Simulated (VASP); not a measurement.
# ZnS (Wurtzite-2H) (P6_3mc) in VASP: further runs

The runs below take ZnS (Wurtzite-2H) through single point, with PBE.

Everything below comes from runs of VASP 6.6.1. Logs are shortened: lines on timing, memory, paths and dates and some standing lists are left out, and cuts for length are marked.

**The experiment to reproduce.**

From a printed reference work, monograph, for a bulk crystal of ZnS at 4 K: band gap 3.911 eV (direct).

The results are compared with them further down.

## Step 1: The crystal as given

The structure is hexagonal, space group P6_3mc (No. 186). Conventional cell: a = 3.811 Å, b = 3.811 Å, c = 6.234 Å, α = 90.00°, β = 90.00°, γ = 120.00°. Around Zn (site symmetry 3m) lie 4 S at 2.31 to 2.40 Å. S (site symmetry 3m) is surrounded by 4 Zn at 2.31 to 2.40 Å.

## Step 2: Single point, PBE (grid = ENCUT=520 dk=0.45 cell=2x2x1 ISMEAR=0 SIGMA=0.05 LREAL=Auto EDIFF=1e-06)

File INCAR:

```
ALGO = Fast
EDIFF = 1E-6
ENCUT = 520
GGA = PE
ISIF = 2
ISMEAR = 0
LASPH = True
LCHARG = False
LREAL = Auto
LWAVE = False
NBANDS = 80
NELM = 120
PREC = Accurate
SIGMA = 0.05
```

File KPOINTS:

```
k-points
0
Gamma
  3 3 3
```

File POSCAR:

```
ZnS
1.0
    7.6220000000      0.0000000000      0.0000000000
   -3.8110000000      6.6008456276      0.0000000000
    0.0000000000      0.0000000000      6.2340000000
S Zn
8 8
Direct
    0.3333333334      0.1666666666      0.5000000000
    0.3333333334      0.1666666666      0.8850000000
    0.3333333334      0.6666666666      0.8850000000
    0.8333333333      0.1666666666      0.8850000000
    0.8333333333      0.6666666666      0.8850000000
    0.1666666666      0.3333333334      0.3850000000
    0.6666666666      0.3333333334      0.3850000000
    0.6666666666      0.8333333333      0.3850000000
    0.3333333334      0.6666666666      0.5000000000
    0.8333333333      0.1666666666      0.5000000000
    0.8333333333      0.6666666666      0.5000000000
    0.1666666666      0.3333333334      0.0000000000
    0.1666666666      0.8333333333      0.0000000000
    0.6666666666      0.3333333334      0.0000000000
    0.6666666666      0.8333333333      0.0000000000
    0.1666666666      0.8333333333      0.3850000000
```

Potentials or basis: VASP PAW PBE potentials, release 64 (S, Zn).

Run with:

```bash
cat potpaw_PBE.64/S/POTCAR potpaw_PBE.64/Zn/POTCAR > POTCAR
mpirun -np 1 vasp_std > vasp.out
```

OUTCAR:

```text
EDIFF = 1E-6
   ENCUT = 520
   GGA = PE
   ISIF = 2
   ISMEAR = 0
   LASPH = True
   LREAL = Auto
   NELM = 120
   PREC = Accurate

 Found     10 irreducible k-points:

 Following reciprocal coordinates:
            Coordinates               Weight
  0.000000  0.000000  0.000000      1.000000
  0.333333  0.000000  0.000000      4.000000
  0.000000  0.333333  0.000000      2.000000
  0.333333  0.333333  0.000000      2.000000
  0.000000  0.000000  0.333333      2.000000
  0.333333  0.000000  0.333333      4.000000
   k-points           NKPTS =     10   k-points in BZ     NKDIM =     10   number of bands    NBANDS=     80
   number of dos      NEDOS =    301   number of ions     NIONS =     16
   total plane-waves  NPLWV = 172800
   dimension x,y,z NGX =    60 NGY =   60 NGZ =   48
   dimension x,y,z NGXF=   120 NGYF=  120 NGZF=   96
   ions per type =               8   8
   NGX,Y,Z   is equivalent  to a cutoff of  13.09, 13.09, 12.80 a.u.
   NGXF,Y,Z  is equivalent  to a cutoff of  26.17, 26.17, 25.60 a.u.
 SYSTEM =  unknown system
   PREC   = accura    normal or accurate (medium, high low for compatibility)
   ISTART =      0    job   : 0-new  1-cont  2-samecut
   ICHARG =      2    charge: 1-file 2-atom 10-const
   ISPIN  =      1    spin polarized calculation?
   LNONCOLLINEAR =      F non collinear calculations
   LSORBIT =      F    spin-orbit coupling
   LASPH  =      T    aspherical Exc in radial PAW
   ENCUT  =  520.0 eV  38.22 Ry    6.18 a.u.  14.17 14.17 11.59*2*pi/ulx,y,z
   NELM   =    120;   NELMIN=  2; NELMDL= -5     # of ELM steps
   EDIFF  = 0.1E-05   stopping-criterion for ELM
   LREAL  =      T    real-space projection
   EDIFFG = 0.1E-04   stopping-criterion for IOM
   NSW    =      0    number of steps for IOM
   IBRION =     -1    ionic relax: 0-MD 1-quasi-New 2-CG
   NFREE  =      0    steps in history (QN), initial steepest desc. (CG)
   ISIF   =      2    stress and relaxation
   ISYM   =      2    0-nonsym 1-usesym 2-fastsym
   POTIM  = 0.5000    time-step for ionic-motion
   TEBEG  =    0.0;   TEEND  =   0.0 temperature during run
   PSTRESS=    0.0 pullay stress
   NELECT =     144.0000    total number of electrons
   NUPDOWN=      -1.0000    fix difference up-down
   EMIN   =  10.00;   EMAX   =-10.00  energy-range for DOS
   EFERMI =   0.00;   METHOD = LEGACY
   ISMEAR =     0;   SIGMA  =   0.05  broadening in eV -4-tet -1-fermi 0-gaus
   EFERMI_NEDOS =   21; number of points for ismear=-14 and -15
   IALGO  =     68    algorithm
   IMIX   =      4    mixing-type and parameters
     AMIX     =   0.40;   BMIX     =  1.00
     AMIX_MAG =   1.60;   BMIX_MAG =  1.00
  volume/ion in A,a.u.               =      19.60       132.29
  Fermi-wavevector in a.u.,A,eV,Ry     =   1.262943  2.386617 21.701647  1.595026
  Thomas-Fermi vector in A             =   2.396326
   LORBIT       =      0    0 simple, 1 ext, 2 COOP (PROOUT), +10 PAW based schemes
   GGA     = PE    functional components
   LHFCALC =     F    Hartree Fock is set to
   AEXX    =    0.0000 exact exchange contribution
   IVDW    =     0    specifies the selected vdW correction
   LEPSILON=     F    determine dielectric tensor
   LRPA    =     F    only Hartree local field effects (RPA)
 non-spin polarized calculation
 RMM-DIIS sequential band-by-band and
 Gauss-broadening in eV      SIGMA  =   0.05
  energy-cutoff  :      520.00
  volume of cell :      313.64
 maximum number of plane-waves:      8490
 NGX is ok and might be reduce to    60

 number of electron     143.9999998 magnetization

 Free energy of the ion-electron system (eV)
  ---------------------------------------------------
  ext. energy  EPLUGINS =         0.00000000
  ---------------------------------------------------
  free energy    TOTEN  =       -47.39448101 eV

  energy without entropy =      -47.38738839  energy(sigma->0) =      -47.39093470

 E-fermi :   3.6590     XC(G=0):  -9.6986

 val. band max:        3.6458885169   @ k =   0.0000  -0.3333   0.3333
 cond. band min:       3.6601845524   @ k =   0.0000   0.3333   0.0000
 fundamental gap:      0.0142960355
 Fermi energy:         3.6590256146

 k-point     1 :       0.0000    0.0000    0.0000
  band No.  band energies     occupation
      1     -12.1234      2.00000
      2     -10.6111      2.00000
      3     -10.3166      2.00000
      4     -10.2962      2.00000
      5      -9.9807      2.00000
      6      -9.9179      2.00000
[... 72 lines left out ...]
     79       6.0574      0.00000
     80       6.3027      0.00000

 k-point     2 :       0.3333    0.0000    0.0000
  band No.  band energies     occupation
      1     -12.0740      2.00000
      2     -10.6818      2.00000
      3     -10.3630      2.00000
      4     -10.2531      2.00000
      5     -10.0316      2.00000
      6      -9.9479      2.00000
[... 72 lines left out ...]
     79       7.0541      0.00000
     80       7.1902      0.00000

 k-point     3 :       0.0000    0.3333    0.0000
  band No.  band energies     occupation
      1     -12.0977      2.00000
      2     -10.5626      2.00000
      3     -10.3293      2.00000
      4     -10.2460      2.00000
      5     -10.1598      2.00000
      6      -9.9118      2.00000
[... 72 lines left out ...]
     79       6.9430      0.00000
     80       7.0276      0.00000

 k-point     4 :       0.3333    0.3333    0.0000
  band No.  band energies     occupation
      1     -12.0602      2.00000
      2     -10.6398      2.00000
      3     -10.4501      2.00000
      4     -10.1866      2.00000
      5     -10.0391      2.00000
      6      -9.9782      2.00000
[... 72 lines left out ...]
     79       7.0960      0.00000
     80       7.3514      0.00000

 k-point     5 :       0.0000    0.0000    0.3333
  band No.  band energies     occupation
      1     -12.0342      2.00000
      2     -10.6803      2.00000
      3     -10.2938      2.00000
      4     -10.2584      2.00000
      5      -9.9842      2.00000
      6      -9.9657      2.00000
[... 72 lines left out ...]
     79       5.9987      0.00000
     80       6.1811      0.00000

 k-point     6 :       0.3333    0.0000    0.3333
  band No.  band energies     occupation
      1     -11.9938      2.00000
      2     -10.5685      2.00000
      3     -10.4494      2.00000
      4     -10.2516      2.00000
      5     -10.0926      2.00000
      6      -9.9718      2.00000
[... 72 lines left out ...]
     79       6.6077      0.00000
     80       6.8016      0.00000

 [... further k-points ...]

------------------------ aborting loop because EDIFF is reached ----------------------------------------

  FORCE on cell =-STRESS in cart. coord.  units (eV):
  Direction    XX          YY          ZZ          XY          YZ          ZX
  --------------------------------------------------------------------------------------
  -------------------------------------------------------------------------------------
  Total       13.5779937      7.8461014      8.2813326      0.0000000     -0.7218479      0.0000000
  in kB       69.3602847     40.0801354     42.3034214      0.0000000     -3.6874061      0.0000000
  external PRESSURE =      50.5812805 kB  Pullay stress =       0.0000000 kB

 VOLUME and BASIS-vectors are now :
 -----------------------------------------------------------------------------
  energy-cutoff  :      520.00
  volume of cell :      313.64
      direct lattice vectors                 reciprocal lattice vectors
     7.622000000  0.000000000  0.000000000     0.131199160  0.075747871  0.000000000
    -3.811000000  6.600845628  0.000000000     0.000000000  0.151495741  0.000000000
     0.000000000  0.000000000  6.234000000     0.000000000  0.000000000  0.160410651

 POSITION                                       TOTAL-FORCE (eV/Angst)
 -----------------------------------------------------------------------------------
      1.90550      1.10014      3.11700        -0.000000     -0.535492     -0.501218
      1.90550      1.10014      5.51709        -0.000000     -0.780189      1.249868
      0.00000      4.40056      5.51709         0.006671     -0.036815     -0.258435
      5.71650      1.10014      5.51709        -0.000000     -0.013433     -0.354903
      3.81100      4.40056      5.51709        -0.006671     -0.036815     -0.258435
     -0.00000      2.20028      2.40009        -0.937811      0.352200     -0.635646
[... 8 lines left out ...]
      1.90550      5.50070      0.00000        -0.000000      0.017332      0.369177
     -1.90550      5.50070      2.40009        -0.000000      1.127731      0.031170
 -----------------------------------------------------------------------------------
    total drift:                                0.000004     -0.000204      0.015941

  FREE ENERGIE OF THE ION-ELECTRON SYSTEM (eV)
  ---------------------------------------------------
  free  energy   TOTEN  =       -47.3944810059 eV

  energy  without entropy=      -47.3873883899  energy(sigma->0) =      -47.39093470
```

It took 8.1 min on 1 thread of Intel Xeon Platinum 8488C (Sapphire Rapids), shared host; peak memory 0.49 GiB.

The run converged, but some of its settings lie outside the range that counts as converged, so its numbers aren't taken as properties of the crystal.

Results:

```
Free energy            : -47.3945 eV
Pressure               : 5.1 GPa
Largest force          : 1.473 eV/Å
Band gap on the k mesh : none (metal or under the smearing width)
```

## Step 3: Single point, PBE (grid = ENCUT=650 dk=0.45 cell=2x2x1 ISMEAR=0 SIGMA=0.05 LREAL=Auto EDIFF=1e-06)

INCAR: that of step 2 with these lines changed.

```diff
@@ -2,3 +2,3 @@
 EDIFF = 1E-6
-ENCUT = 520
+ENCUT = 650
 GGA = PE
```

KPOINTS is that of step 2.

POSCAR is that of step 2.

Potentials or basis: VASP PAW PBE potentials, release 64 (S, Zn).

Run with:

```bash
cat potpaw_PBE.64/S/POTCAR potpaw_PBE.64/Zn/POTCAR > POTCAR
mpirun -np 1 vasp_std > vasp.out
```

Wall time 11 min (1 thread of Intel Xeon Platinum 8488C (Sapphire Rapids), shared host); peak memory 0.6 GiB.

The run converged, but some of its settings lie outside the range that counts as converged, so its numbers aren't taken as properties of the crystal.

What came out:

```yaml
Free_energy: -47.3940 eV
Pressure: 5.1 GPa
Largest_force: 1.475 eV/Å
Band_gap_on_the_k_mesh: none (metal or under the smearing width)
```

## Step 4: Single point, PBE

This run uses another cell than the first one: it holds 4 atoms, not 16.

File INCAR:

```
SYSTEM = ZnS
PREC = Accurate ; ENCUT = 520
EDIFF = 1E-6 ; ISMEAR = 0
SIGMA = 0.012 ; LREAL = .FALSE.
LASPH = .TRUE. ; NELM = 60
ALGO = Fast ; ISIF = 2
LWAVE = .FALSE. ; LCHARG = .FALSE.
GGA = PE
```

File KPOINTS:

```
regular mesh
0
G
  8 8 5
  0 0 0
```

File POSCAR:

```
ZnS
1.0
    3.8110000000      0.0000000000      0.0000000000
   -1.9055000000      3.3004228138      0.0000000000
    0.0000000000      0.0000000000      6.2340000000
Zn S
2 2
Direct
    0.6666666667      0.3333333333      0.5000000000
    0.3333333333      0.6666666667      0.0000000000
    0.6666666667      0.3333333333      0.8850000000
    0.3333333333      0.6666666667      0.3850000000
```

Potentials or basis: VASP PAW PBE potentials, release 64 (Zn, S).

Run with:

```bash
cat potpaw_PBE.64/Zn/POTCAR potpaw_PBE.64/S/POTCAR > POTCAR
mpirun -np 1 vasp_std > vasp.out
```

Run time: 29 s. Hardware: 1 thread of AMD EPYC 9R45 (Zen 5), shared host; peak memory 0.17 GiB.

It converged, with:

```
Free energy            : -13.6538 eV
Pressure               : 2.2 GPa
Largest force          : 0.323 eV/Å
Band gap on the k mesh : 2.25 eV, direct
```

Forces on the atoms (eV/Å):
```
Zn   0.000  0.000  0.323
Zn   0.000  0.000  0.323
S    0.000  0.000 -0.323
S    0.000  0.000 -0.323
```

Stress tensor (GPa, compression positive):
```
2.93 0.00 0.00
0.00 2.93 0.00
0.00 0.00 0.87
```

Levels at points of the mesh, in eV from the valence-band top:
```tsv
k point	band 14	band 15	band 16	band 17	band 18	band 19	band 20	band 21	band 22
(0.00, 0.00, 0.00)	-0.86	-0.86	-0.01	-0.01	0.00	2.25	3.00	6.30	6.31
(0.50, 0.00, 0.00)	-4.21	-3.16	-2.25	-1.56	-0.98	3.62	4.27	5.18	7.15
```

## Step 5: For comparison

An earlier run on the cell as given: functional PBEsol; potentials or basis VASP PAW PBE potentials, release 64 (Zn, S); cutoff 520 eV; k mesh 8 × 8 × 5; occupations fermi-dirac, width 0.05 eV; no spin polarisation.

- Pressure: -1.1 GPa
- Largest force: 0.309 eV/Å
- Band gap on the k mesh: 2.12 eV, direct

## Step 6: How close it comes

Step 4. A measured gap of ZnS is 3.911 eV (direct; 4 K; a printed reference work, monograph); the calculated 2.25 eV misses it by -1.66 eV. The value is that of PBE, without temperature or zero-point motion. Semilocal functionals fall short of measured gaps as a rule.
